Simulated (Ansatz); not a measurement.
# Lu (P6_3/mmc) in Ansatz: notebook

One crystal, Lu, is run at these levels: r2SCAN; tasks: relaxation of cell and atoms.

Everything below comes from runs of Ansatz 0.2.0. Logs are shortened: lines on timing, memory, paths and dates and some standing lists are left out, and cuts for length are marked.

**1. The crystal as given**

The structure is hexagonal, space group P6_3/mmc (No. 194). Conventional cell: a = 3.503 Å, b = 3.503 Å, c = 5.551 Å, α = 90.00°, β = 90.00°, γ = 120.00°. Lu (site symmetry -6m2) is surrounded by 12 Lu at 3.43 to 3.50 Å.

**2. Relaxation of cell and atoms, r2SCAN**

Contents of input.yaml:

```yaml
crystal:
  lattice:
    - [3.5031, 0.0, 0.0]
    - [-1.75155, 3.033773592, 0.0]
    - [0.0, 0.0, 5.5509]
  atoms:
    - { symbol: Lu, position: [0.6666666667, 0.3333333333, 0.75] }
    - { symbol: Lu, position: [0.3333333333, 0.6666666667, 0.25] }
hamiltonian:
  xc: r2scan
  pseudopotentials: { kind: paw }
kpoints:
  mp_grid: { grid: [9, 9, 5] }
scf:
  occupations: { method: fermi_dirac, width: 0.05 }
output:
  forces: true
  stress: true
  eigenvalues: true
relax:
  f_tol: 0.01
  max_steps: 40
  cell: { stress_tol: 0.05 }
```

Potentials or basis: Ansatz PAW.

Started as:

```
ansatz run input.yaml --threads 2 --pin off --max-ram 5632MiB --backend cpu --events-out ev --progress --plain --runs-dir out
```

Standard output:

```text
Warning: RAYON_NUM_THREADS=2 ignored (pool sized by the plan → 2); use --threads N
band count auto-derived: 31, from the close of a first SCF at 30 (N_el = 50.0; filled up to band 25; 30 by the electrons, moments and atoms)
Engine: ansatz 0.2.0, aarch64-unknown-linux-gnu
Pseudopotentials: kind: paw
Pseudopotential: Lu, paw, valence charge 25, recommended cutoff 500 eV (meta_gga), Lu.paw.azcp
Functional definition: r2SCAN
  parameter k0 = 0.174
  parameter k1 = 0.065
  parameter a1 = 4.9479
  exchange = r2scan_x(k0 = k0, k1 = k1, a1 = a1)
  correlation = r2scan_c
Crystal: 2 atoms, lattice volume = 58.993 Å³
Basis set: ecut = 500 eV, 1461 PW (Γ), exchange–correlation on 108×108×180 points (64 copies of the dense FFT grid, shifted against one another)
Bands: 30, of which v1, the nominal top of the filled ones, is band 25 counted from 1 (24 counted from 0)
Symmetry: 24 space group operations
Space group: P63/mmc (ITA 194), of the structure as read, at distance tolerance 3.9e-5 Å
k-points: 36 of 405
Non-local potential: Lu, projectors of the file, l = 0: 3, l = 1: 2, l = 2: 2, l = 3: 3
PAW form: soft (Blöchl's): semilocal exchange-correlation on the pseudo side does not see the compensation charge
PAW frozen core: Lu, regenerated for the run's functional (the file was generated under x = pbe(κ = 0.804, μ = 0.2195149727645171), c = pbe(β = 0.06672455060314922))
PAW one-centre angular grid: Lu, 974 points (default); XC on 160 Gauss nodes
Initial density: superposition of atomic densities (neutral atoms: chi_scale 0, normalization atom), corrected by the library's trained network
Initial wavefunctions: pseudopotential atomic-orbital guess
Functional: x = r2scan, c = r2scan; τ floored in thin density (d = 2e-4 eV/Å³)
SCF iter   1: F=—  HF=-29487.419036 eV  |F-HF|=—  |Δ(HF+E_count)|=         —  Δρ=9.28e-3  dr2=3.04e-2  dr2_τ=2.02e-2  ethr=1.77e-3  ⟨swp⟩=5.7  Hψ=4416  notcnv=0
preconditioner: auto → Kerker (q_TF=auto, 2.654 Å⁻¹)  [metal: Δε(μ)=0.010 eV  Ē_g=13.011 eV  σ=0.050 eV  W_gap=0.05  n_scr=22 (ndim 8)  ℏωp=32.8 eV  f_vac=0.000  D(μ)=3.48/eV (n_scr^D=34)]
SCF iter   2: F=—  HF=-29487.413854 eV  |F-HF|=—  |Δ(HF+E_count)|=   5.18e-3  Δρ=6.37e-3  dr2=1.09e-2  dr2_τ=4.46e-3  ethr=6.09e-5  ⟨swp⟩=4.0  Hψ=3470  notcnv=0  defer=6
SCF iter   3: F=—  HF=-29487.402999 eV  |F-HF|=—  |Δ(HF+E_count)|=   1.09e-2  Δρ=3.57e-3  dr2=3.39e-3  dr2_τ=3.03e-4  ethr=2.19e-5  ⟨swp⟩=2.6  Hψ=2476  notcnv=0  defer=6
SCF iter   4: F=—  HF=-29487.405305 eV  |F-HF|=—  |Δ(HF+E_count)|=   2.31e-3  Δρ=7.98e-4  dr2=3.60e-4  dr2_τ=1.22e-5  ethr=6.79e-6  ⟨swp⟩=2.0  Hψ=2077  notcnv=0  defer=6
SCF iter   5: F=—  HF=-29487.405181 eV  |F-HF|=—  |Δ(HF+E_count)|=   1.24e-4  Δρ=2.39e-4  dr2=4.28e-5  dr2_τ=1.55e-6  ethr=7.20e-7  ⟨swp⟩=2.0  Hψ=1980  notcnv=0  defer=6
SCF iter   6: F=—  HF=-29487.405190 eV  |F-HF|=—  |Δ(HF+E_count)|=   8.97e-6  Δρ=6.97e-5  dr2=1.79e-6  dr2_τ=5.19e-7  ethr=8.57e-8  ⟨swp⟩=2.0  Hψ=1840  notcnv=0  defer=6
SCF iter   7: F=-29487.405186 eV  HF=-29487.405186 eV  |F-HF|=3.77e-8  |Δ(HF+E_count)|=   4.16e-6  Δρ=8.14e-6  dr2=2.83e-8  dr2_τ=4.66e-9  ethr=2.00e-10  ⟨swp⟩=7.1  Hψ=7406  notcnv=0
SCF 1, on 30 bands, converged in 7 iterations: F = -29487.405186 eV; the run's SCF on all bands comes behind
Bands: 31, of which v1, the nominal top of the filled ones, is band 25 counted from 1 (24 counted from 0)
[... 46 lines left out ...]
SCF converged after 7 iterations
Free energy (F): -29487.408623 eV
Harris-Foulkes:  -29487.408623 eV  (|F-HF|=2.91e-11)
Internal energy: -29487.380408 eV  (E = F + TS)
E sigma→0 (E₀):  -29487.394516 eV
Entropy (-TS):   -0.028215 eV (-14.108 meV/atom)
Fermi energy:    13.656888 eV
--- Per-component energies (eV) ---
  E_band       = -30.882617
  E_kinetic    = 836.704089
  E_local      = -13461.151662  (includes V_loc(G=0)·N_el)
  E_nonlocal   = 1140.568248
  E_hartree    = 5639.446293
  E_xc         = -427.395074
  E_vxc        = -582.102029  (∫ρ·V_xc dr)
  E_paw        = -14767.597407  (= ΣΔE_a)
  E_vpaw       = 724.377917  (= ΣTr[D̂ρ^β])
  E_aug_tail   = 0.000026  (compensation charges beyond the density's cutoff)
  E_vtau       = 31.827927  (kinetic-family band-sum trace: ∫τ·v_τ [+ j·A + Jᵃ·Aᵃ] dr)
  E_ewald      = -8449.309965
  E_core_change = 1.355046  (= ΣΔE_core)
  E_smearing   = -0.028215  (= −TS)
  E_closure    = 0.000000  (closes the sum)
  Σ components = -29487.408623   (vs F -29487.408623, Δ=0.00e0)
--- Forces (eV/Å), atoms counted from 1 ---
  atom   1  Lu     0.00000000     0.00000000     0.00000000
  atom   2  Lu     0.00000000    -0.00000000    -0.00000000
  max |Σ_I F_I| component: 1.39e-17 eV/Å
--- Stress (GPa, compression-positive) ---
       -0.011142      -0.000000       0.000000
       -0.000000      -0.011142      -0.000000
        0.000000      -0.000000      -0.006523
  P = ⅓ Tr σ = -0.0096 GPa (-0.096 kbar)
--- Band table (eV; the first three rows and the last of 36) ---
  k-point 0: bands = ["-44.1521", "-44.1134", "-14.4842", "-14.0344", "-14.0344", "-13.9487", "-13.9487", "-13.9225", "7.3613", "8.6567", "8.6675", "8.6759", "8.6999", "8.6999", "8.7062", "8.7062", "8.7183", "8.7183", "8.7247", "8.7504", "8.7504", "8.7710", "8.7754", "11.2508", "14.1936", "16.0981", "16.0981", "16.5837", "16.8976", "16.8976", "17.4480"]
  k-point 1: bands = ["-44.1484", "-44.1171", "-14.4332", "-14.0262", "-14.0262", "-13.9790", "-13.9569", "-13.9569", "7.6686", "8.6503", "8.6691", "8.6804", "8.6861", "8.6861", "8.7054", "8.7054", "8.7227", "8.7268", "8.7268", "8.7585", "8.7585", "8.7714", "8.7750", "10.8221", "14.2279", "15.9576", "15.9576", "16.2439", "16.6286", "16.6286", "17.9381"]
  k-point 2: bands = ["-44.1387", "-44.1268", "-14.2972", "-14.1239", "-14.0049", "-14.0049", "-13.9784", "-13.9784", "8.5227", "8.6531", "8.6560", "8.6810", "8.6810", "8.6884", "8.6884", "8.6993", "8.7143", "8.7493", "8.7493", "8.7614", "8.7614", "8.7725", "8.7739", "9.7254", "14.6443", "15.4431", "15.9159", "15.9159", "16.1747", "16.1747", "18.9132"]
  k-point 35: bands = ["-44.1134", "-44.1134", "-14.3555", "-14.3555", "-14.2517", "-14.1948", "-14.0225", "-14.0225", "8.6906", "8.6906", "8.6915", "8.7009", "8.7009", "8.7078", "8.7099", "8.7131", "8.7131", "8.7278", "8.7281", "8.7281", "8.7518", "8.7518", "13.0878", "13.0878", "13.0978", "13.1538", "14.1110", "14.1110", "17.0149", "17.8700", "19.3765"]
--- Relaxed structure (3 steps of the walk, 3 accepted, 1 SCFs on fresh bases) ---
  F+E_penalty+E_count = -29487.40862312 eV   max|allowed force component| = 5.580e-17 eV/Å   (the final SCF, on the basis selected at the relaxed cell)
  cell:  # Å, volume = 58.1759 Å³
    - [3.5048579899777175, 1.3864896730664817e-33, 3.466224182666204e-34]
    - [-1.7524289949888587, 3.035296055977569, 2.681133736008216e-35]
    - [3.6616451743794863e-34, 3.6616451743794863e-34, 5.468540791792819]
  atoms:
    - { symbol: Lu, position: [0.6666666666666666, 0.3333333333333333, 0.7500000000000001] }
    - { symbol: Lu, position: [0.3333333333333333, 0.6666666666666666, 0.25] }
```

Run time: 22 s. Hardware: 2 threads of Arm Neoverse V2, shared host; peak memory 0.52 GiB.

Results:

- Free energy: -29487.4086 eV
- Relaxed volume: 29.09 Å³/atom
- Relaxed cell: a = 3.505 Å, b = 3.505 Å, c = 5.469 Å, α = 90.00°, β = 90.00°, γ = 120.00°
- Space group after relaxing (to 0.05 Å): P6_3/mmc (No. 194)
- Energy gained by relaxing: 1.7 meV/atom
- Ionic steps: 4
- Pressure after relaxing: 0.0 GPa
- Band gap on the k mesh: none (metal or under the smearing width)

The path:
```csv
step,energy change (eV),largest force (eV/Å),volume (Å³)
1,0.0000,0.0000,58.99
2,-0.0035,0.0000,58.12
3,-0.0036,0.0000,58.18
4,-0.0034,0.0000,58.18
```

Final structure:
```yaml
crystal:
  lattice:
    - [3.50486, 0.00000, 0.00000]
    - [-1.75243, 3.03530, 0.00000]
    - [0.00000, 0.00000, 5.46854]
  atoms:
    - { symbol: Lu, position: [0.66667, 0.33333, 0.75000] }
    - { symbol: Lu, position: [0.33333, 0.66667, 0.25000] }
```

Caveat: the plane-wave basis is chosen anew once the cell has moved, so the energies of steps on either side of that aren't comparable; the PAW data sets come from PBE, with cores solved anew for the run's functional, which leaves a small shift of forces and pressure. Spin-orbit coupling is left out, which matters for the levels of Lu.

**3. Relaxation of cell and atoms, r2SCAN, target pressure 2 GPa, at which the enthalpy is minimised**

Changes to input.yaml since step 2:

```diff
@@ -19,2 +19,6 @@
   eigenvalues: true
+  write_density: true
+  write_potential: true
+  elf: true
+  volumetric_format: npy
 relax:
@@ -22,2 +26,2 @@
   max_steps: 40
-  cell: { stress_tol: 0.05 }
+  cell: { stress_tol: 0.05, p_target: 2.0 }
```

Potentials or basis: Ansatz PAW.

Started as:

```
ansatz run input.yaml --threads 2 --pin off --max-ram 5632MiB --backend cpu --events-out ev --progress --plain --runs-dir out
```

Standard output:

```text
Warning: RAYON_NUM_THREADS=2 ignored (pool sized by the plan → 2); use --threads N
band count auto-derived: 31, from the close of a first SCF at 30 (N_el = 50.0; filled up to band 25; 30 by the electrons, moments and atoms)
Engine: ansatz 0.2.0, aarch64-unknown-linux-gnu
Pseudopotentials: kind: paw
Pseudopotential: Lu, paw, valence charge 25, recommended cutoff 500 eV (meta_gga), Lu.paw.azcp
Functional definition: r2SCAN
  parameter k0 = 0.174
  parameter k1 = 0.065
  parameter a1 = 4.9479
  exchange = r2scan_x(k0 = k0, k1 = k1, a1 = a1)
  correlation = r2scan_c
Crystal: 2 atoms, lattice volume = 58.993 Å³
Basis set: ecut = 500 eV, 1461 PW (Γ), exchange–correlation on 108×108×180 points (64 copies of the dense FFT grid, shifted against one another)
Bands: 30, of which v1, the nominal top of the filled ones, is band 25 counted from 1 (24 counted from 0)
Symmetry: 24 space group operations
Space group: P63/mmc (ITA 194), of the structure as read, at distance tolerance 3.9e-5 Å
k-points: 36 of 405
Non-local potential: Lu, projectors of the file, l = 0: 3, l = 1: 2, l = 2: 2, l = 3: 3
[... 96 lines left out ...]
  E_core_change = 1.355046  (= ΣΔE_core)
  E_smearing   = -0.027615  (= −TS)
  E_closure    = -0.000000  (closes the sum)
  Σ components = -29487.394774   (vs F -29487.394774, Δ=0.00e0)
--- Forces (eV/Å), atoms counted from 1 ---
  atom   1  Lu    -0.00000000     0.00000000    -0.00000000
  atom   2  Lu     0.00000000    -0.00000000     0.00000000
  max |Σ_I F_I| component: 1.85e-17 eV/Å
--- Stress (GPa, compression-positive) ---
        1.995590       0.000000      -0.000000
        0.000000       1.995590      -0.000000
       -0.000000      -0.000000       1.977636
  P = ⅓ Tr σ = 1.9896 GPa (19.896 kbar)
--- Band table (eV; the first three rows and the last of 36) ---
  k-point 0: bands = ["-43.4166", "-43.3694", "-13.8067", "-13.2887", "-13.2887", "-13.1904", "-13.1904", "-13.1613", "7.8992", "9.3762", "9.3897", "9.3990", "9.4249", "9.4249", "9.4316", "9.4316", "9.4457", "9.4457", "9.4522", "9.4805", "9.4805", "9.5051", "9.5100", "11.8215", "14.9875", "16.7644", "16.7644", "17.2997", "17.6119", "17.6119", "18.1693"]
  k-point 1: bands = ["-43.4121", "-43.3740", "-13.7485", "-13.2794", "-13.2794", "-13.2266", "-13.1999", "-13.1999", "8.2213", "9.3692", "9.3908", "9.4037", "9.4096", "9.4096", "9.4310", "9.4310", "9.4504", "9.4547", "9.4547", "9.4900", "9.4900", "9.5056", "9.5096", "11.4265", "14.9601", "16.6146", "16.6146", "16.9450", "17.3252", "17.3252", "18.6879"]
  k-point 2: bands = ["-43.4003", "-43.3858", "-13.5928", "-13.3936", "-13.2549", "-13.2549", "-13.2245", "-13.2245", "9.1138", "9.3698", "9.3756", "9.4039", "9.4039", "9.4121", "9.4121", "9.4245", "9.4414", "9.4798", "9.4798", "9.4935", "9.4935", "9.5068", "9.5083", "10.3459", "15.3144", "16.1159", "16.5701", "16.5701", "16.8438", "16.8438", "19.7191"]
  k-point 35: bands = ["-43.3698", "-43.3698", "-13.6579", "-13.6579", "-13.5369", "-13.4709", "-13.2740", "-13.2740", "9.4150", "9.4153", "9.4153", "9.4257", "9.4257", "9.4334", "9.4348", "9.4394", "9.4394", "9.4558", "9.4562", "9.4562", "9.4842", "9.4842", "13.7139", "13.7139", "13.7211", "13.7507", "14.8019", "14.8019", "17.7457", "18.6260", "20.2068"]
--- Relaxed structure (4 steps of the walk, 4 accepted, 1 SCFs on fresh bases) ---
  F+E_penalty+E_count = -29487.39477364 eV   max|allowed force component| = 1.295e-16 eV/Å   (the final SCF, on the basis selected at the relaxed cell)
  cell:  # Å, volume = 55.8697 Å³
    - [3.460815299772318, 1.1554080608887346e-33, -1.0398672547998613e-33]
    - [-1.730407649886159, 2.997153967408685, 6.700255372699749e-34]
    - [-1.1442641169935892e-33, 2.746233880784615e-34, 5.386275386644026]
  atoms:
    - { symbol: Lu, position: [0.6666666666666665, 0.33333333333333326, 0.7500000000000001] }
    - { symbol: Lu, position: [0.33333333333333326, 0.6666666666666665, 0.25] }
```

rho_z.tsv:

```text
# z_ang	rho[e/angstrom^3]
# format = ansatz-planar-average/11
# lattice	3.460815300	0.000000000	-0.000000000
# lattice	-1.730407650	2.997153967	0.000000000
# lattice	-0.000000000	0.000000000	5.386275387
# sites	2
# site	71	1.730407650	0.999051322	4.039706540
# site	71	0.000000000	1.998102645	1.346568847
0.000000	1.286310e-1
0.134657	1.326602e-1
0.269314	1.474147e-1
0.403971	1.820552e-1
0.538628	2.607386e-1
0.673284	4.278148e-1
[... 32 lines left out ...]
5.116962	1.474147e-1
5.251619	1.326602e-1
```

v_z.tsv:

```text
# z_ang	v_es[eV]	v_tot[eV]
# format = ansatz-planar-average/11
# xc	r2scan
# density_cutoff_ev	2000
# datasets	Lu=:simpson_from_first_knot:soft:shift=0
# lattice	3.460815300	0.000000000	-0.000000000
# lattice	-1.730407650	2.997153967	0.000000000
# lattice	-0.000000000	0.000000000	5.386275387
# sites	2
# site	71	1.730407650	0.999051322	4.039706540
# site	71	0.000000000	1.998102645	1.346568847
0.000000	1.452626e1	5.673967e0
0.134657	1.431317e1	5.368126e0
0.269314	1.365881e1	4.632861e0
0.403971	1.242578e1	3.161851e0
0.538628	1.044200e1	5.546988e-1
0.673284	7.816171e0	-2.898766e0
[... 32 lines left out ...]
5.116962	1.365881e1	4.632861e0
5.251619	1.431317e1	5.368126e0
```

Wall time 29 s (2 threads of Arm Neoverse V2, shared host); peak memory 0.53 GiB.

Results:

```yaml
Free_energy: -29487.3948 eV
Relaxed_volume: 27.93 Å³/atom
Relaxed_cell: a = 3.461 Å, b = 3.461 Å, c = 5.386 Å, α = 90.00°, β = 90.00°, γ = 120.00°
Space_group_after_relaxing_to_0.05_Å: P6_3/mmc (No. 194)
Energy_change_on_relaxing_the_enthalpy_is_what_falls: +5.2 meV/atom
Ionic_steps: 5
Pressure_after_relaxing: 2.0 GPa
Band_gap_on_the_k_mesh: none (metal or under the smearing width)
```

The path:
```tsv
step	energy change (eV)	largest force (eV/Å)	volume (Å³)
1	0.0000	0.0000	58.99
2	0.0180	0.0000	55.30
3	0.0096	0.0000	55.88
4	0.0098	0.0000	55.87
5	0.0104	0.0000	55.87
```

Final structure:
```
CELL_PARAMETERS angstrom
3.46082 0.00000 0.00000
-1.73041 2.99715 0.00000
0.00000 0.00000 5.38628
ATOMIC_POSITIONS crystal
Lu 0.66667 0.33333 0.75000
Lu 0.33333 0.66667 0.25000
```

Levels at points of the mesh, in eV from the Fermi level:
| k point | band 23 | band 24 | band 25 | band 26 | band 27 | band 28 |
| --- | --- | --- | --- | --- | --- | --- |
| (0.00, 0.00, 0.00) | -4.79 | -2.48 | 0.69 | 2.46 | 2.46 | 3.00 |

Caveat: the plane-wave basis is chosen anew once the cell has moved, so the energies of steps on either side of that aren't comparable; the PAW data sets come from PBE, with cores solved anew for the run's functional, which leaves a small shift of forces and pressure. Spin-orbit coupling is left out, which matters for the levels of Lu.
